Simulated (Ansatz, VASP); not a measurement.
**ZnSi53N72 (Zn_Si): VASP beside Ansatz**

Wanted: the spread between two codes on one cell, functional and k mesh. The structure shown is the start of the Ansatz relaxation below; VASP solves that cell, so the two are compared at the walk's first step.

Method: plane waves, with VASP 6.6.1 beside it; single point at PBEsol, in Ansatz 0.2.0.

### 1. Set-up

The cell holds 126 atoms: 53 Si, 72 N and 1 Zn. Its edges and angles: a = 13.206 Å, b = 13.206 Å, c = 8.731 Å, α = 90.0°, β = 90.0°, γ = 120.0°. It derives from Si3N4 (Si3N4 (P6_3/m)). Nearest the centre at fractional (0.353, 0.473, 0.583): Zn126 at 0.05 Å, N84 at 1.71 Å, N112 at 1.74 Å, N88 at 1.75 Å, N79 at 1.78 Å, Si2 at 2.89 Å, Si37 at 2.95 Å, Si31 at 3.02 Å.

### 2. Ansatz: relaxation, PBEsol

Ansatz runs on its PAW soft_1 files.

The two programs are compared at the cell with which this relaxation starts, whose forces are those of its first step.

Contents of input.yaml:

```yaml
crystal:
  lattice:
    - [11.43668588, 6.60297367, 0.0]
    - [-11.43668588, 6.60297367, 0.0]
    - [0.0, 0.0, 2.91025578]
  atoms:
    - { symbol: Si, position: [0.01950046, 0.80655545, 0.75] }
    - { symbol: Si, position: [0.3528338, 0.47322211, 0.75] }
    - { symbol: Si, position: [0.68616713, 0.13988878, 0.75] }
    - { symbol: Si, position: [0.21294502, 0.01950046, 0.25] }
    - { symbol: Si, position: [0.54627835, 0.68616713, 0.25] }
    - { symbol: Si, position: [0.87961168, 0.3528338, 0.25] }
    - { symbol: Si, position: [0.13988878, 0.45372165, 0.25] }
    - { symbol: Si, position: [0.47322211, 0.12038832, 0.25] }
    - { symbol: Si, position: [0.80655545, 0.78705498, 0.25] }
    - { symbol: Si, position: [0.19344455, 0.21294502, 0.75] }
    - { symbol: Si, position: [0.52677789, 0.87961168, 0.75] }
    - { symbol: Si, position: [0.86011122, 0.54627835, 0.75] }
    - { symbol: Si, position: [0.12038832, 0.6471662, 0.75] }
    - { symbol: Si, position: [0.45372165, 0.31383287, 0.75] }
    - { symbol: Si, position: [0.78705498, 0.98049954, 0.75] }
    - { symbol: Si, position: [0.31383287, 0.86011122, 0.25] }
    - { symbol: Si, position: [0.6471662, 0.52677789, 0.25] }
    - { symbol: Si, position: [0.98049954, 0.19344455, 0.25] }
    - { symbol: "N", position: [0.0, 0.66666667, 0.75] }
    - { symbol: "N", position: [0.33333333, 0.33333333, 0.75] }
    - { symbol: "N", position: [0.66666667, 0.0, 0.75] }
    - { symbol: "N", position: [0.0, 0.33333333, 0.25] }
    - { symbol: "N", position: [0.33333333, 0.0, 0.25] }
    - { symbol: "N", position: [0.66666667, 0.66666667, 0.25] }
    - { symbol: "N", position: [0.21345843, 0.45653274, 0.75] }
    - { symbol: "N", position: [0.54679176, 0.12319941, 0.75] }
    - { symbol: "N", position: [0.8801251, 0.78986608, 0.75] }
    - { symbol: "N", position: [0.09025902, 0.8801251, 0.25] }
    - { symbol: "N", position: [0.42359235, 0.54679176, 0.25] }
    - { symbol: "N", position: [0.75692569, 0.21345843, 0.25] }
    - { symbol: "N", position: [0.12319941, 0.57640765, 0.25] }
    - { symbol: "N", position: [0.45653274, 0.24307431, 0.25] }
    - { symbol: "N", position: [0.78986608, 0.90974098, 0.25] }
    - { symbol: "N", position: [0.21013392, 0.09025902, 0.75] }
    - { symbol: "N", position: [0.54346726, 0.75692569, 0.75] }
    - { symbol: "N", position: [0.87680059, 0.42359235, 0.75] }
    - { symbol: "N", position: [0.1198749, 0.21013392, 0.25] }
    - { symbol: "N", position: [0.45320824, 0.87680059, 0.25] }
    - { symbol: "N", position: [0.78654157, 0.54346726, 0.25] }
    - { symbol: "N", position: [0.24307431, 0.78654157, 0.75] }
    - { symbol: "N", position: [0.57640765, 0.45320824, 0.75] }
    - { symbol: "N", position: [0.90974098, 0.1198749, 0.75] }
  supercell: [1, 1, 3]
  defects: [{ substitution: { at: 43, symbol: Zn } }]
basis:
  ecutwfc: 420
  xc_grid: 2
hamiltonian:
  xc: pbesol
  pseudopotentials: { kind: paw, azcp: { folder: soft_1 }, xc_functional: pbe }
kpoints:
  mp_grid: { grid: [1, 1, 1], shift: [0.25, 0.25, 0.25] }
magnetization:
  spin_polarized: true
  initial_magnetization: 2
  spin_locking: { lock_magnetization: hard }
scf:
  occupations: { method: fixed }
  max_iter: 100
output:
  forces: true
  charged_corrections: { epsilon: [4.29, 4.29, 4.37], static_epsilon: [8.29, 8.29, 8.25] }
relax:
  f_tol: 0.02
  max_steps: 80
  random_displacement: { amplitude: 0.05, seed: 6182 }
checkpoint:
  write: "../q0_M2.relax.run"
  compress: false
  write_wavefunctions: true
  write_every: 100000
```

Run with:

```
> ansatz run input.yaml --threads 4 --pin off --max-ram 15073MiB --backend cpu --events-out ev --progress --plain --runs-dir out
```

Numbers of over 12 decimals in the logs are rounded to 6 here.

Output:

```text
Engine: ansatz 0.2.0, aarch64-unknown-linux-gnu
Pseudopotentials: kind: paw
Pseudopotential: Si, paw, valence charge 4, recommended cutoff 420 eV (normal), soft_1/Si.paw.azcp
Pseudopotential: N, paw, valence charge 5, recommended cutoff 420 eV (normal), soft_1/N.paw.azcp
Pseudopotential: Zn, paw, valence charge 12, recommended cutoff 420 eV (normal), soft_1/Zn.paw.azcp
Functional definition: PBEsol
  exchange = pbesol_x
  correlation = pbesol_c
Crystal: 126 atoms, lattice volume = 1318.628 Å³
Basis set: ecut = 420 eV, 25805 PW (Γ), exchange–correlation on 180×180×120 points (8 copies of the dense FFT grid, shifted against one another)
Bands: 419, of which v1, the nominal top of the filled ones, is band 292 counted from 1 (291 counted from 0)
Symmetry: 1 space group operations
k-points: 1
Non-local potential: Si, projectors of the file, l = 0: 2, l = 1: 2, l = 2: 1
Non-local potential: N, projectors of the file, l = 0: 2, l = 1: 2, l = 2: 1
Non-local potential: Zn, projectors of the file, l = 0: 2, l = 1: 2, l = 2: 3, l = 3: 1
PAW form: soft (Blöchl's): semilocal exchange-correlation on the pseudo side does not see the compensation charge
PAW frozen core: Si, regenerated for the run's functional, and the local potential with it (the file was generated under x = pbe(κ = 0.804, μ = 0.219515), c = pbe(β = 0.066725))
PAW frozen core: N, regenerated for the run's functional, and the local potential with it (the file was generated under x = pbe(κ = 0.804, μ = 0.219515), c = pbe(β = 0.066725))
PAW frozen core: Zn, regenerated for the run's functional, and the local potential with it (the file was generated under x = pbe(κ = 0.804, μ = 0.219515), c = pbe(β = 0.066725))
PAW one-centre angular grid: Si, 110 points (default); XC on 64 Gauss nodes
PAW one-centre angular grid: N, 110 points (default); XC on 64 Gauss nodes
PAW one-centre angular grid: Zn, 590 points (default); XC on 64 Gauss nodes
Initial density: superposition of atomic densities (chi_scale 0.1, normalization cell, long waves kept (reshape's long-wave potential 0.30 eV rms))
Starting moments: Σ|m| = 2 μB on 126 of 126 sites
Initial wavefunctions: pseudopotential atomic-orbital guess
Functional: x = pbesol(κ = 0.804, μ = 0.123457), c = pbesol(β = 0.046)
SCF iter   1: F=—  HF=-63707.782961 eV  |F-HF|=—  |Δ(HF+E_count)|=         —  Δρ=7.42e-2 (↑7.42e-2 ↓7.33e-2)  dr2=3.15e2  dr2_m=1.87e-1  M=2.000 μB ∫|m|=2.029 μB  β_m=0.30  ethr=3.10e-3  ⟨swp⟩=7.0  Hψ=3324  notcnv=0  defer=244
preconditioner: auto → Resta (q_TF=auto, 2.382 Å⁻¹)  ε∞=3.6  [insulator: Δε(μ)=0.063 eV  Ē_g=15.330 eV  n_scr=282 (ndim 8)  ℏωp=24.7 eV  f_vac=0.011  ε∞_Penn≈3.6]
spin=Collinear: Resta preconditioning applied to the charge; magnetization (m = ρ↑ − ρ↓) channel mixes plain (no charge-response kernel on spin).
SCF iter   2: F=—  HF=-63633.942624 eV  |F-HF|=—  |Δ(HF+E_count)|=    7.38e1  Δρ=3.91e-2 (↑3.80e-2 ↓3.91e-2)  dr2=7.85e1  dr2_m=5.03e-1  M=2.000 μB ∫|m|=2.108 μB  β_m=0.43  ethr=3.10e-3  ⟨swp⟩=3.5  Hψ=1448  notcnv=0  defer=249
SCF iter   3: F=—  HF=-63613.793651 eV  |F-HF|=—  |Δ(HF+E_count)|=    2.01e1  Δρ=2.19e-2 (↑1.59e-2 ↓2.19e-2)  dr2=1.94e1  dr2_m=3.96e-1  M=2.000 μB ∫|m|=2.413 μB  β_m=0.43  ethr=3.10e-3  ⟨swp⟩=4.0  Hψ=1197  notcnv=0  defer=248
SCF iter   4: F=—  HF=-63611.720691 eV  |F-HF|=—  |Δ(HF+E_count)|=    2.07e0  Δρ=1.33e-2 (↑9.88e-3 ↓1.33e-2)  dr2=4.20e0  dr2_m=2.22e-1  M=2.000 μB ∫|m|=2.140 μB  β_m=0.58  ethr=3.10e-3  ⟨swp⟩=3.0  Hψ=871  notcnv=0  defer=248
SCF iter   5: F=—  HF=-63612.222175 eV  |F-HF|=—  |Δ(HF+E_count)|=   5.01e-1  Δρ=1.47e-2 (↑5.03e-3 ↓1.47e-2)  dr2=7.09e0  dr2_m=4.01e-1  M=2.000 μB ∫|m|=2.183 μB  β_m=0.45  ethr=7.19e-4  ⟨swp⟩=4.5  Hψ=1086  notcnv=0  defer=249
SCF iter   6: F=—  HF=-63611.338230 eV  |F-HF|=—  |Δ(HF+E_count)|=   8.84e-1  Δρ=7.86e-3 (↑1.70e-3 ↓7.86e-3)  dr2=1.37e0  dr2_m=1.52e-1  M=2.000 μB ∫|m|=2.145 μB  β_m=0.40  ethr=7.19e-4  ⟨swp⟩=2.5  Hψ=1302  notcnv=0  defer=250
SCF iter   7: F=—  HF=-63611.287076 eV  |F-HF|=—  |Δ(HF+E_count)|=   5.12e-2  Δρ=6.18e-3 (↑1.00e-3 ↓6.18e-3)  dr2=8.90e-1  dr2_m=1.09e-1  M=2.000 μB ∫|m|=2.150 μB  β_m=0.39  ethr=2.34e-4  ⟨swp⟩=2.5  Hψ=734  notcnv=0  defer=250
SCF iter   8: F=—  HF=-63611.296601 eV  |F-HF|=—  |Δ(HF+E_count)|=   9.53e-3  Δρ=6.31e-3 (↑7.93e-4 ↓6.31e-3)  dr2=1.00e0  dr2_m=1.12e-1  M=2.000 μB ∫|m|=2.155 μB  β_m=0.33  ethr=1.52e-4  ⟨swp⟩=2.5  Hψ=620  notcnv=0  defer=250
SCF iter   9: F=—  HF=-63611.272110 eV  |F-HF|=—  |Δ(HF+E_count)|=   2.45e-2  Δρ=4.59e-3 (↑6.20e-4 ↓4.59e-3)  dr2=5.09e-1  dr2_m=6.09e-2  M=2.000 μB ∫|m|=2.134 μB  β_m=0.46  ethr=1.52e-4  ⟨swp⟩=2.0  Hψ=596  notcnv=0  defer=250
SCF iter  10: F=—  HF=-63611.272727 eV  |F-HF|=—  |Δ(HF+E_count)|=   6.17e-4  Δρ=4.52e-3 (↑4.79e-4 ↓4.52e-3)  dr2=4.08e-1  dr2_m=6.11e-2  M=2.000 μB ∫|m|=2.130 μB  β_m=0.40  ethr=8.71e-5  ⟨swp⟩=2.5  Hψ=600  notcnv=0  defer=250
[...]
- { symbol: N, position: [0.333550, 0.333698, 0.253479] }
    - { symbol: N, position: [0.667777, 0.00172675, 0.249896] }
    - { symbol: N, position: [-0.000397944, 0.333542, 0.083105] }
    - { symbol: N, position: [0.332992, 2.0566336969729537e-5, 0.083178] }
    - { symbol: N, position: [0.666198, 0.666631, 0.083166] }
    - { symbol: N, position: [0.211399, 0.454900, 0.249858] }
    - { symbol: N, position: [0.546210, 0.122236, 0.249225] }
    - { symbol: N, position: [0.880669, 0.790789, 0.249278] }
    - { symbol: N, position: [0.090520, 0.880056, 0.083153] }
    - { symbol: N, position: [0.421841, 0.547127, 0.083110] }
    - { symbol: N, position: [0.756642, 0.214413, 0.083236] }
    - { symbol: N, position: [0.122490, 0.576261, 0.083090] }
    - { symbol: N, position: [0.456036, 0.243262, 0.083304] }
    - { symbol: N, position: [0.791002, 0.910560, 0.083139] }
    - { symbol: N, position: [0.210086, 0.089778, 0.250357] }
    - { symbol: N, position: [0.549328, 0.762395, 0.247663] }
    - { symbol: N, position: [0.875527, 0.423697, 0.249588] }
    - { symbol: N, position: [0.120639, 0.210323, 0.083179] }
    - { symbol: N, position: [0.453778, 0.878237, 0.083155] }
    - { symbol: N, position: [0.786496, 0.544495, 0.083210] }
    - { symbol: N, position: [0.243276, 0.786367, 0.249375] }
    - { symbol: N, position: [0.577432, 0.453179, 0.249872] }
    - { symbol: N, position: [0.909954, 0.119935, 0.249248] }
    - { symbol: Si, position: [0.020055, 0.805952, 0.583126] }
    - { symbol: Zn, position: [0.355601, 0.475708, 0.583119] }
    - { symbol: Si, position: [0.685403, 0.139495, 0.583244] }
    - { symbol: Si, position: [0.211715, 0.016807, 0.415923] }
    - { symbol: Si, position: [0.548812, 0.688779, 0.413952] }
    - { symbol: Si, position: [0.877581, 0.352572, 0.415962] }
    - { symbol: Si, position: [0.136656, 0.453225, 0.415587] }
    - { symbol: Si, position: [0.472844, 0.118471, 0.416098] }
    - { symbol: Si, position: [0.808420, 0.788705, 0.416603] }
    - { symbol: Si, position: [0.189479, 0.206020, 0.583308] }
    - { symbol: Si, position: [0.527185, 0.879252, 0.583160] }
    - { symbol: Si, position: [0.859768, 0.546499, 0.583222] }
    - { symbol: Si, position: [0.119879, 0.646395, 0.583100] }
    - { symbol: Si, position: [0.457427, 0.312109, 0.583426] }
    - { symbol: Si, position: [0.787153, 0.980973, 0.583135] }
    - { symbol: Si, position: [0.314036, 0.858983, 0.416412] }
    - { symbol: Si, position: [0.646938, 0.528111, 0.416779] }
    - { symbol: Si, position: [0.979761, 0.193551, 0.415930] }
    - { symbol: N, position: [-0.000307992, 0.666157, 0.583172] }
[...]
- { symbol: Si, position: [0.019106, 0.806007, 0.917322] }
    - { symbol: Si, position: [0.352891, 0.475788, 0.915966] }
    - { symbol: Si, position: [0.686183, 0.140560, 0.916917] }
    - { symbol: Si, position: [0.211777, 0.016826, 0.750325] }
    - { symbol: Si, position: [0.548964, 0.688866, 0.752309] }
    - { symbol: Si, position: [0.877543, 0.352550, 0.750492] }
    - { symbol: Si, position: [0.136637, 0.453204, 0.750542] }
[...]
- { symbol: Si, position: [0.528100, 0.881249, 0.917127] }
    - { symbol: Si, position: [0.859490, 0.546599, 0.916683] }
    - { symbol: Si, position: [0.119974, 0.647590, 0.917234] }
    - { symbol: Si, position: [0.454990, 0.314437, 0.916121] }
    - { symbol: Si, position: [0.787051, 0.980571, 0.916795] }
    - { symbol: Si, position: [0.314061, 0.859007, 0.749830] }
    - { symbol: Si, position: [0.646999, 0.528127, 0.749686] }
    - { symbol: Si, position: [0.979672, 0.193521, 0.750437] }
[...]
- { symbol: N, position: [0.549190, 0.762277, 0.918566] }
    - { symbol: N, position: [0.875520, 0.423725, 0.916849] }
    - { symbol: N, position: [0.118403, 0.208131, 0.749830] }
    - { symbol: N, position: [0.453821, 0.877055, 0.750085] }
    - { symbol: N, position: [0.786476, 0.543947, 0.749851] }
    - { symbol: N, position: [0.243299, 0.786378, 0.916862] }
    - { symbol: N, position: [0.577355, 0.453256, 0.916633] }
    - { symbol: N, position: [0.909913, 0.119901, 0.917102] }
```

The column dr2 measures how far the density is from self-consistency, as an energy; F and HF (Harris–Foulkes) agree once it is small.

[end of part 1 of 2]

[Lines on the potential files, build, host, timing and source positions are cut from VASP's logs without a mark.]

[Logs are printed without paths, hosts, clocks, repeated set-up lines and the standing remarks that a program may print on its own settings, such as how far it seeks lower states.]

[Hosts, paths, dates, database ids (printed as entryN), source tags and the programs' standing remarks are cut or masked in the printed files.]
